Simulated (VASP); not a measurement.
# A slab model of 1T-CrO2 monolayer

Aim: model 1T-CrO2 monolayer by a slab and find how far its highest filled level lies below the vacuum.

Method: PBE with D3(BJ), spin-polarised from a ferromagnetic start (one magnetic atom a cell); plane waves and PAW (O, Cr), in VASP 6.6.1.

This is a report of a sequence of runs, with most program output left out.

### 1. The starting structure

The cell holds 3 atoms: 2 O and 1 Cr. Cell: a = 2.784 Å, b = 2.784 Å, c = 20.141 Å, α = 90.0°, β = 90.0°, γ = 120.0°. Vacuum lies along c.

As a file:

```
O Cr
1.0
     2.78375    0.00000    0.00000
    -1.39188    2.41080    0.00000
     0.00000    0.00000   20.14072
O Cr
2 1
Direct
  0.66667 0.33333 0.44686
  0.33333 0.66667 0.55314
  0.00000 0.00000 0.50000
```

### 2. Relaxing the slab

The sheet's cell relaxes in its plane with the atoms, while the vacuum is kept.

INCAR reads:

```
SYSTEM = CrO2
PREC = Normal
ENCUT = 520
EDIFF = 1E-05
NELM = 120
ISMEAR = -1
SIGMA = 0.05
LREAL = .FALSE.
ALGO = Fast
GGA = PE
IVDW = 12
NBANDS = 18
ISPIN = 2
MAGMOM = 0 0 3
LASPH = .TRUE.
LMAXMIX = 4
LORBIT = 11
LWAVE = .FALSE.
LCHARG = .FALSE.
KPAR = 2
IBRION = 2
NSW = 40
ISIF = 3
EDIFFG = -0.02
POTIM = 0.4
IDIPOL = 3
LDIPOL = .TRUE.
DIPOL = 0.5 0.5 0.5
LATTICE_CONSTRAINTS = .TRUE. .TRUE. .FALSE.
```

POSCAR reads:

```
CrO2
1.0
    2.7837530000      0.0000000000      0.0000000000
   -1.3918765000      2.4108008159      0.0000000000
    0.0000000000      0.0000000000     20.1407170870
O Cr
2 1
Direct
    0.6666666667      0.3333333333      0.4468559864
    0.3333333333      0.6666666667      0.5531440136
    0.0000000000      0.0000000000      0.5000000000
```

KPOINTS reads:

```
Automatic mesh
0
Gamma
12 12 1
0 0 0
```

PAW data sets: O and Cr (PBE family, release 64).

The run is started by

```sh
mpirun -np 2 vasp_std
```

Wall time 75 s (2 MPI ranks of Intel Xeon 6975P-C (Granite Rapids), shared host); peak memory 0.48 GiB.

The cell holds one magnetic atom, so no antiferromagnetic order fits into it. The data set Cr keeps the semicore shell frozen, which is cheaper and a little less accurate. The run keeps the 12 symmetry operations of its start, so it cannot find a distortion of lower symmetry.

The steps of the relaxation:

| step | energy less that of the first step (eV) | largest force (eV/Å) | pressure (GPa) | volume (Å³) |
| --- | --- | --- | --- | --- |
| 1 | 0.0000 | 1.1515 | 0.04 | 135.17 |
| 2 | -0.1150 | 0.7534 | -0.22 | 139.74 |
| 3 | -0.1724 | 0.2193 | -0.57 | 146.07 |
| 4 | -0.1703 | 0.2656 | 0.75 | 143.92 |
| 5 | -0.1756 | 0.0098 | -0.01 | 145.12 |

| cell as run | before | after | change |
| --- | --- | --- | --- |
| a (Å) | 2.784 | 2.884 | +3.6 % |
| b (Å) | 2.784 | 2.884 | +3.6 % |

The atoms that moved most (Å, along periodic axes as changes of fractional coordinates times the final cell, across vacuum about the mean position):

| atom | dx | dy | dz | length |
| --- | --- | --- | --- | --- |
| O1 | 0.000 | 0.000 | 0.111 | 0.111 |
| O2 | 0.000 | 0.000 | -0.111 | 0.111 |

The relaxed structure:

```cif
data_structure
_symmetry_space_group_name_H-M 'P 1'
_symmetry_Int_Tables_number 1
_cell_length_a 2.8844
_cell_length_b 2.8844
_cell_length_c 20.1407
_cell_angle_alpha 90.000
_cell_angle_beta 90.000
_cell_angle_gamma 120.000
_cell_volume 145.12
loop_
_atom_site_label
_atom_site_type_symbol
_atom_site_fract_x
_atom_site_fract_y
_atom_site_fract_z
_atom_site_occupancy
O1 O 0.66667 0.33333 0.45238 1
O2 O 0.33333 0.66667 0.54762 1
Cr3 Cr 0.00000 0.00000 0.50000 1
```

This step gave:

- electronic cycles: 68
- electrons: 18
- free energy (TOTEN): -24.88 eV
- energy at zero smearing: -24.88 eV
- Fermi energy: -4.934 eV
- moment of the cell, from the last line of the log: 2 μB
- labelled metallic, from the levels on this mesh: yes
- dipole moment: 0, 0, 0 e·Å

Spin moment in the PAW sphere by atom:

| atom | spin moment in the PAW sphere (μB) |
| --- | --- |
| O1 | -0.06 |
| O2 | -0.06 |
| Cr3 | 2.08 |

The run ended after 5 ionic steps, 0.176 eV below its first step, once forces and stress met EDIFFG = -0.02.

Only the dipole across the slab is computed (IDIPOL = 3); zeros along the plane are no results.

### 3. Vacuum level and density of states

A static run writes the electrostatic potential without exchange and correlation (LVHAR), which is flat in the vacuum and gives the level to count from. The dipole correction cancels the field that unlike faces would set up across the vacuum.

INCAR reads:

```
SYSTEM = CrO2
PREC = Normal
ENCUT = 520
EDIFF = 1E-06
NELM = 120
ISMEAR = -1
SIGMA = 0.05
LREAL = .FALSE.
ALGO = Fast
GGA = PE
IVDW = 12
NBANDS = 25
ISPIN = 2
MAGMOM = 0 0 3
LASPH = .TRUE.
LMAXMIX = 4
LORBIT = 11
LWAVE = .FALSE.
LCHARG = .TRUE.
IDIPOL = 3
LDIPOL = .TRUE.
DIPOL = 0.5 0.5 0.5
LVHAR = .TRUE.
LVACPOTAV = .TRUE.
LELF = .TRUE.
NEDOS = 1500
```

POSCAR reads:

```
CrO2
1.0
    2.8843978481      0.0000000000      0.0000000000
   -1.4421989241      2.4979618111      0.0000000000
    0.0000000000      0.0000000000     20.1407170870
O Cr
2 1
Direct
    0.6666666667      0.3333333333      0.4523770329
    0.3333333333      0.6666666667      0.5476229671
    0.0000000000      0.0000000000      0.5000000000
```

KPOINTS is that of step 2.

KPOINTS_OPT reads:

```
Line mode
14
Line-mode
Reciprocal
  0.00000000   0.00000000   0.00000000 GAMMA
  0.50000000   0.00000000   0.00000000 M

  0.50000000   0.00000000   0.00000000 M
  0.33333333   0.33333333   0.00000000 K

  0.33333333   0.33333333   0.00000000 K
  0.00000000   0.00000000   0.00000000 GAMMA
```

The run is started by

```sh
mpirun -np 2 vasp_std
```

It took 56 s on 2 MPI ranks; peak memory 0.48 GiB.

With spin, VASP writes an ELF for each channel.

This step gave:

* electronic cycles: 28
* free energy (TOTEN): -24.89 eV
* Fermi energy: -4.939 eV
* DOS at the Fermi level: 1.693 states/eV/cell
* vacuum levels: 2.196, 2.196 eV
* work functions of the upper and lower face: 7.135, 7.135 eV

Spin up. Electronic bands along the path, in eV, zero at the Fermi level; # counts the bands kept:

| point | #5 | #6 | #7 | #8 | #9 | #10 | #11 | #12 |
| --- | --- | --- | --- | --- | --- | --- | --- | --- |
| Γ | -1.52 | -1.52 | -1.32 | -1.32 | 0.69 | 3.63 | 3.63 | 6.33 |
| 0.46 of the way | -2.86 | -1.45 | -0.52 | -0.24 | 0.51 | 2.65 | 3.40 | 7.76 |
| M | -2.86 | -2.17 | -0.76 | -0.60 | -0.06 | 2.98 | 3.47 | 11.12 |
| 0.46 of the way | -3.37 | -2.38 | -0.82 | -0.33 | 0.15 | 2.97 | 3.15 | 11.82 |
| K | -3.31 | -2.86 | -1.04 | 0.15 | 0.15 | 2.90 | 2.90 | 13.04 |
| 0.46 of the way | -3.60 | -1.53 | -0.55 | 0.15 | 0.17 | 2.77 | 3.01 | 8.83 |
| Γ | -1.52 | -1.52 | -1.32 | -1.32 | 0.69 | 3.63 | 3.63 | 6.33 |

Of the projections kept (O, Cr), the largest for each band there; the rest of the weight can lie on other orbitals:

| point | #5 | #6 | #7 | #8 | #9 | #10 | #11 | #12 |
| --- | --- | --- | --- | --- | --- | --- | --- | --- |
| Γ | O 0.93 | O 0.93 | Cr 0.99 | Cr 0.99 | Cr 0.76 | Cr 0.61 | Cr 0.61 | O 0.59 |
| M | O 0.81 | O 0.91 | Cr 0.89 | Cr 0.99 | Cr 0.83 | Cr 0.69 | Cr 0.63 | Cr 0.72 |
| K | O 0.60 | O 0.80 | Cr 0.98 | Cr 0.79 | Cr 0.79 | Cr 0.71 | Cr 0.71 | O 0.60 |
| Γ | O 0.93 | O 0.93 | Cr 0.99 | Cr 0.99 | Cr 0.76 | Cr 0.61 | Cr 0.61 | O 0.59 |

The density of states has structure finer than the step of the table below, so its rows give means over 0.5 eV, whole bins alone (the curve runs from -12.0 to 7.91 eV). Peaks (eV: height): total up -3.69: 2.35, -0.55: 3.29, 0.24: 2.38, 2.94: 3.21; total down -3.34: 2.56, 1.46: 2.71, 2.15: 3.71, 3.98: 3.53; O s up -5.08: 0.0297, -3.60: 0.0295, -0.55: 0.0186, 2.94: 0.0806; O s down -4.73: 0.0357, -3.34: 0.0296, 3.90: 0.0891, 7.73: 0.013; O p up -5.78: 0.907, -5.08: 0.893, -3.69: 1.15, -1.51: 0.895.

Means over bins of 0.087 eV. The density of states by energy, zero at the Fermi level; means over each step; 7 of 12 lines; values in states/eV/cell:

| energy (eV) | total up | total down | O s up | O s down | O p up | O p down | Cr s up |
| --- | --- | --- | --- | --- | --- | --- | --- |
| -7.5 | 0 | 0 | 0 | 0 | 0 | 0 | 0 |
| -7.0 | 0.0103 | 0 | 6.8e-5 | 0 | 0.00402 | 0 | 0.00143 |
| -6.5 | 0.407 | 0.0244 | 0.00385 | 1.9e-4 | 0.161 | 0.0112 | 0.0496 |
| -6.0 | 1.20 | 0.487 | 0.00940 | 0.00450 | 0.486 | 0.227 | 0.0561 |
| -5.5 | 1.65 | 1.43 | 0.0148 | 0.00981 | 0.697 | 0.685 | 0.0287 |
| -5.0 | 1.49 | 1.93 | 0.0226 | 0.0233 | 0.673 | 0.961 | 0.0422 |
| -4.5 | 1.04 | 1.43 | 0.0131 | 0.0209 | 0.533 | 0.758 | 0.0706 |
| -4.0 | 1.25 | 0.780 | 0.0118 | 0.00553 | 0.600 | 0.440 | 0.0317 |
| -3.5 | 1.61 | 1.79 | 0.0234 | 0.0173 | 0.802 | 1.02 | 0.0201 |
| -3.0 | 0.974 | 1.39 | 0.00381 | 0.0135 | 0.535 | 0.855 | 0.00920 |
| -2.5 | 0.640 | 0.829 | 0.00358 | 0.00426 | 0.376 | 0.555 | 0.00116 |
| -2.0 | 0.895 | 1.10 | 0.00525 | 0.00545 | 0.583 | 0.779 | 0.00328 |
| -1.5 | 0.816 | 0.804 | 0.00166 | 0.00136 | 0.574 | 0.603 | 0.00383 |
| -1.0 | 0.625 | 0.00433 | 0.00210 | 4.0e-7 | 0.0917 | 0.00322 | 0.00358 |
| -0.5 | 2.47 | 0 | 0.0117 | 0 | 0.348 | 0 | 0.0356 |
| 0.0 | 1.88 | 0 | 0.00326 | 0 | 0.418 | 0 | 0.0183 |
| 0.5 | 0.967 | 8.7e-5 | 0.00199 | 0 | 0.238 | 0 | 0.0102 |
| 1.0 | 0.0552 | 0.278 | 2.7e-4 | 8.7e-4 | 0.0132 | 0.0149 | 0.00184 |
| 1.5 | 0 | 1.98 | 0 | 0.00762 | 0 | 0.161 | 0 |
| 2.0 | 3.2e-4 | 2.62 | 4.0e-6 | 9.4e-4 | 5.7e-5 | 0.230 | 0 |
| 2.5 | 0.585 | 1.10 | 0.0199 | 9.4e-4 | 0.122 | 0.154 | 0 |
| 3.0 | 2.30 | 0.00917 | 0.0507 | 1.8e-5 | 0.598 | 0.00142 | 0 |
| 3.5 | 1.10 | 0.485 | 0.00311 | 0.0169 | 0.368 | 0.0761 | 0 |
| 4.0 | 0.00994 | 2.62 | 0 | 0.0580 | 0.00362 | 0.537 | 0 |
| 4.5 | 0 | 0.881 | 0 | 0.00239 | 0 | 0.246 | 0 |
| 5.0 | 0 | 0.00184 | 0 | 0 | 0 | 5.7e-4 | 0 |
| 5.5 | 0 | 0 | 0 | 0 | 0 | 0 | 0 |
| 6.0 | 0.00315 | 9.2e-4 | 2.4e-4 | 5.4e-5 | 0 | 0 | 1.5e-4 |
| 6.5 | 0.0999 | 0.0960 | 0.00645 | 0.00506 | 0.00146 | 0.00136 | 0.00419 |
| 7.0 | 0.288 | 0.285 | 0.00900 | 0.00755 | 0.00995 | 0.00919 | 0.00444 |
| 7.5 | 0.414 | 0.409 | 0.00819 | 0.00691 | 0.0126 | 0.0117 | 0.00364 |

Zero at the Fermi level. Planar average of the electrostatic potential against height:

height (Å), planar average of the electrostatic potential (eV) and a bar from the least value:
```
        0        7.1 ##############################
        1        7.1 ##############################
        2        7.1 ##############################
        3        7.1 ##############################
        4        7.1 ##############################
        5        7.1 ##############################
        6        7.1 ##############################
        7        7.1 ##############################
        8        6.7 #############################
        9       -5.9 ########
       10      -10.2 
       11       -7.7 ####
       12        6.4 #############################
       13        7.1 ##############################
       14        7.1 ##############################
       15        7.1 ##############################
       16        7.1 ##############################
       17        7.1 ##############################
       18        7.1 ##############################
       19        7.1 ##############################
       20        7.1 ##############################
```

Density of states in the PAW spheres, an atom over height of the layer and energy from the Fermi level.

Ten even steps from '0' (0.00 states/eV) to '9' (1.99 states/eV), each cell a mean:
```
040
161
090
050
000
303
313
212
212
434
444
232
333
343
464
353
242
010
000
000
000
000
```
Columns: height of the layer (Å) from 9.1 to 11 (not evenly spaced); rows upwards: energy from the Fermi level (eV) from -7.9 to 0.5.

Spin down. Electronic bands along the path, in eV, zero at the Fermi level; v1 is the highest filled band, c1 the lowest empty one:

| point | v4 | v3 | v2 | v1 | c1 | c2 | c3 | c4 |
| --- | --- | --- | --- | --- | --- | --- | --- | --- |
| Γ | -5.11 | -2.08 | -1.62 | -1.62 | 1.09 | 1.09 | 2.59 | 4.53 |
| 0.46 of the way | -4.66 | -3.53 | -2.45 | -1.50 | 1.43 | 1.86 | 2.43 | 3.69 |
| M | -4.35 | -3.30 | -2.88 | -2.24 | 1.25 | 1.96 | 2.14 | 4.02 |
| 0.46 of the way | -3.74 | -3.67 | -3.09 | -2.35 | 1.37 | 2.04 | 2.20 | 3.99 |
| K | -4.64 | -3.02 | -3.02 | -2.86 | 1.32 | 2.26 | 2.26 | 3.93 |
| 0.46 of the way | -4.34 | -3.60 | -3.18 | -1.57 | 1.74 | 1.98 | 2.22 | 3.78 |
| Γ | -5.11 | -2.08 | -1.62 | -1.62 | 1.09 | 1.09 | 2.59 | 4.53 |

Of the projections kept (O, Cr), the largest for each band there; the rest of the weight can lie on other orbitals:

| point | v4 | v3 | v2 | v1 | c1 | c2 | c3 | c4 |
| --- | --- | --- | --- | --- | --- | --- | --- | --- |
| Γ | O 0.50 | O 1.00 | O 0.93 | O 0.93 | Cr 1.00 | Cr 1.00 | Cr 0.84 | Cr 0.67 |
| M | O 0.54 | O 0.65 | O 0.82 | O 0.92 | Cr 0.91 | Cr 1.00 | Cr 0.91 | Cr 0.76 |
| K | O 0.71 | O 0.71 | O 0.71 | O 0.82 | Cr 0.99 | Cr 0.86 | Cr 0.86 | Cr 0.78 |
| Γ | O 0.50 | O 1.00 | O 0.93 | O 0.93 | Cr 1.00 | Cr 1.00 | Cr 0.84 | Cr 0.67 |

Spin density in the ca plane at fractional y = 0.000, with atoms of Cr within 0.2 Å of it.

Ten even steps from '0' (0.0 e/Å³) to '9' (1.8 e/Å³), each cell a mean:
```
00000000000000000000014873000000000000000000
00000000000000000000001321000000000000000000
00000000000000000000000000000000000000000000
00000000000000000000000000000000000000000000
00000000000000000000000000000000000000000000
00000000000000000000000110000000000000000000
00000000000000000000002552000000000000000000
00000000000000000000015994100000000000000000
```
Columns run along c (16.0 Å, from fractional 0.08 to 0.87 of the cell), rows up along a (2.9 Å). Atoms in or near the plane, at fractional coordinates: Cr at (0.50, 0.00).

ELF of down spins in the ca plane at fractional y = 0.000, with atoms of Cr within 0.2 Å of it. It is the smooth field of the valence electrons, not physical close to the nuclei.

Values, 5 rows by 16 columns, each cell a mean:
```
0.00 0.00 0.00 0.00 0.00 0.01 0.02 0.10 0.03 0.08 0.05 0.01 0.00 0.00 0.00 0.00
0.00 0.00 0.00 0.00 0.00 0.00 0.16 0.52 0.22 0.48 0.30 0.07 0.00 0.00 0.00 0.00
0.00 0.00 0.00 0.00 0.00 0.05 0.22 0.66 0.32 0.62 0.42 0.06 0.00 0.00 0.00 0.00
0.00 0.00 0.00 0.00 0.00 0.02 0.07 0.38 0.15 0.35 0.23 0.04 0.00 0.00 0.00 0.00
0.00 0.00 0.00 0.00 0.00 0.00 0.01 0.04 0.01 0.03 0.03 0.01 0.00 0.00 0.00 0.00
```
Columns run along c (16.0 Å, from fractional 0.08 to 0.87 of the cell), rows up along a (2.9 Å). Atoms in or near the plane, at fractional coordinates: Cr at (0.50, 0.00).

Electrostatic potential energy in the ca plane at fractional y = 0.000, with atoms of Cr within 0.2 Å of it. With pseudopotentials it is smooth inside the atoms' cores, unlike the true potential.

Values in eV, 5 rows by 16 columns, each cell a mean:
```
  2   2   2   2   2   2   2  -6 -27 -15   0   2   2   2   2   2
  2   2   2   2   2   2   2  -3 -12  -6   1   2   2   2   2   2
  2   2   2   2   2   2   2  -2  -6  -4   1   2   2   2   2   2
  2   2   2   2   2   2   2  -3 -18  -9   1   2   2   2   2   2
  2   2   2   2   2   2   2  -7 -27 -17   0   2   2   2   2   2
```
Columns run along c (16.0 Å, from fractional 0.08 to 0.87 of the cell; values clipped at the 3rd and 97th percentile), rows up along a (2.9 Å). Atoms in or near the plane, at fractional coordinates: Cr at (0.50, 0.00).

The map of layer states is cut here 0.5 eV above the Fermi level, so it leaves out the states above that.

The vacuum level lies 7.14 eV above the Fermi level at the upper face; both faces agree, as the slab has next to no dipole.

The program found no field-free point at its default tolerance, but its printed level agrees with the flat part of the planar average.

On this mesh the fine structure of the density of states is sampling noise, and high empty states may be cut by the number of bands.

### 4. The slab in a field, field -0.1

A field across the slab, with the atoms held, gives the electronic response: the dipole changes linearly with the field, and the energy has a linear term from the slab's own dipole and a quadratic one from its polarisability.

INCAR reads:

```
SYSTEM = CrO2
PREC = Normal
ENCUT = 520
EDIFF = 1E-06
NELM = 120
ISMEAR = -1
SIGMA = 0.05
LREAL = .FALSE.
ALGO = Fast
GGA = PE
IVDW = 12
NBANDS = 18
ISPIN = 2
MAGMOM = 0 0 3
LASPH = .TRUE.
LMAXMIX = 4
LORBIT = 11
LWAVE = .FALSE.
LCHARG = .FALSE.
KPAR = 2
IDIPOL = 3
LDIPOL = .TRUE.
DIPOL = 0.5 0.5 0.5
EFIELD = -0.1
LVHAR = .TRUE.
```

POSCAR is that of step 3.

KPOINTS is that of step 3.

The run is started by

```sh
mpirun -np 2 vasp_std
```

Elapsed: 33 s, on 2 MPI ranks; peak memory 0.48 GiB.

Numbers from this step:

- Fermi energy: -4.940 eV
- dipole moment: 0, 0, -0.01220 e·Å

Zero at the Fermi level. The planar average of the electrostatic potential by height:

| height (Å) | planar average of the electrostatic potential (eV) |
| --- | --- |
| 0.0 | 7.14 |
| 0.5 | 6.33 |
| 1.0 | 6.38 |
| 1.5 | 6.43 |
| 2.0 | 6.48 |
| 2.5 | 6.53 |
| 3.0 | 6.58 |
| 3.5 | 6.63 |
| 4.0 | 6.68 |
| 4.5 | 6.73 |
| 5.0 | 6.78 |
| 5.5 | 6.83 |
| 6.0 | 6.88 |
| 6.5 | 6.93 |
| 7.0 | 6.97 |
| 7.5 | 6.96 |
| 8.0 | 6.63 |
| 8.5 | 4.04 |
| 9.0 | -5.89 |
| 9.5 | -9.38 |
| 10.0 | -10.2 |
| 10.5 | -9.05 |
| 11.0 | -7.65 |
| 11.5 | 1.49 |
| 12.0 | 6.42 |
| 12.5 | 7.11 |
| 13.0 | 7.26 |
| 13.5 | 7.32 |
| 14.0 | 7.38 |
| 14.5 | 7.43 |
| 15.0 | 7.48 |
| 15.5 | 7.53 |
| 16.0 | 7.58 |
| 16.5 | 7.63 |
| 17.0 | 7.68 |
| 17.5 | 7.73 |
| 18.0 | 7.78 |
| 18.5 | 7.83 |
| 19.0 | 7.88 |
| 19.5 | 7.93 |
| 20.0 | 7.61 |

Force by atom:

| atom | x (eV/Å) | y (eV/Å) | z (eV/Å) | size |
| --- | --- | --- | --- | --- |
| O1 | 0.0000 | 0.0000 | -0.0201 | 0.0201 |
| O2 | 0.0000 | 0.0000 | -0.0390 | 0.0390 |
| Cr3 | 0.0000 | 0.0000 | 0.0590 | 0.0590 |

Energy at zero smearing: -24.88141 eV.

### 5. The slab in a field, field 0.1

INCAR: that of step 4 with these lines changed.

```diff
@@ -23,3 +23,3 @@
 DIPOL = 0.5 0.5 0.5
-EFIELD = -0.1
+EFIELD = 0.1
 LVHAR = .TRUE.
```

POSCAR is that of step 4.

KPOINTS is that of step 4.

The run is started by

```sh
mpirun -np 2 vasp_std
```

Elapsed: 36 s, on 2 MPI ranks; peak memory 0.48 GiB; 69 s of CPU time.

Numbers from this step:

* dipole moment: 0, 0, 0.01220 e·Å

Zero at the Fermi level. Planar average of the electrostatic potential against height:

| height (Å) | planar average of the electrostatic potential (eV) |
| --- | --- |
| 0.0 | 7.14 |
| 0.5 | 7.94 |
| 1.0 | 7.89 |
| 1.5 | 7.84 |
| 2.0 | 7.79 |
| 2.5 | 7.74 |
| 3.0 | 7.69 |
| 3.5 | 7.64 |
| 4.0 | 7.59 |
| 4.5 | 7.54 |
| 5.0 | 7.49 |
| 5.5 | 7.44 |
| 6.0 | 7.39 |
| 6.5 | 7.34 |
| 7.0 | 7.28 |
| 7.5 | 7.17 |
| 8.0 | 6.75 |
| 8.5 | 4.10 |
| 9.0 | -5.87 |
| 9.5 | -9.38 |
| 10.0 | -10.2 |
| 10.5 | -9.05 |
| 11.0 | -7.66 |
| 11.5 | 1.44 |
| 12.0 | 6.31 |
| 12.5 | 6.93 |
| 13.0 | 6.98 |
| 13.5 | 6.94 |
| 14.0 | 6.90 |
| 14.5 | 6.85 |
| 15.0 | 6.80 |
| 15.5 | 6.75 |
| 16.0 | 6.70 |
| 16.5 | 6.65 |
| 17.0 | 6.60 |
| 17.5 | 6.55 |
| 18.0 | 6.50 |
| 18.5 | 6.45 |
| 19.0 | 6.40 |
| 19.5 | 6.35 |
| 20.0 | 6.66 |

Force by atom:

| atom | x (eV/Å) | y (eV/Å) | z (eV/Å) | size |
| --- | --- | --- | --- | --- |
| O1 | 0.0000 | 0.0000 | 0.0390 | 0.0390 |
| O2 | 0.0000 | 0.0000 | 0.0201 | 0.0201 |
| Cr3 | 0.0000 | 0.0000 | -0.0590 | 0.0590 |

Energy at zero smearing: -24.88141 eV.

### 6. Derived quantities

This step: slab, PBE + D3(BJ); plane waves and PAW (VASP 6.6.1).

No new run; the numbers come from the runs before.

Numbers from this step:

| Item | Value |
| --- | --- |
| polarisability per area of the slab or monolayer | 0.2437 Å |

VASP counts both for electrons: a positive EFIELD is a field along -c, and a positive dipole, in electrons times A, points along -c. Field, by row:

| EFIELD (eV/Å) | dipole along z (e Å) | energy change (eV) |
| --- | --- | --- |
| -0.1 | -0.0122 | -6.10e-4 |
| 0 | 0 | 0 |
| 0.1 | 0.0122 | -6.10e-4 |

The polarisability is the slope of the dipole against the field, as a volume for each unit of area.

### 7. What came out

```
work function of the slab                        : 7.14 eV
polarisability per area of the slab or monolayer : 0.244 Å
```

What this shows: The work function is 7.14 eV at both faces. The atom that ends on top (O) moved inwards by 0.11 Å, counted from the mean of all atoms. The largest moment is 2.08 μB.

[Lines on the potential files, build, host, timing and source positions are cut from VASP's logs without a mark.]

[Logs are printed without paths, hosts, clocks, repeated set-up lines and the standing remarks that a program may print on its own settings, such as how far it seeks lower states.]

[Hosts, paths, dates, database ids (printed as entryN), source tags and the programs' standing remarks are cut or masked in the printed files.]

[In band tables of VASP the shares of atoms and orbitals are scaled to a sum of 1 inside the atoms' spheres.]

[Runs that stopped without an error message from VASP are left out.]
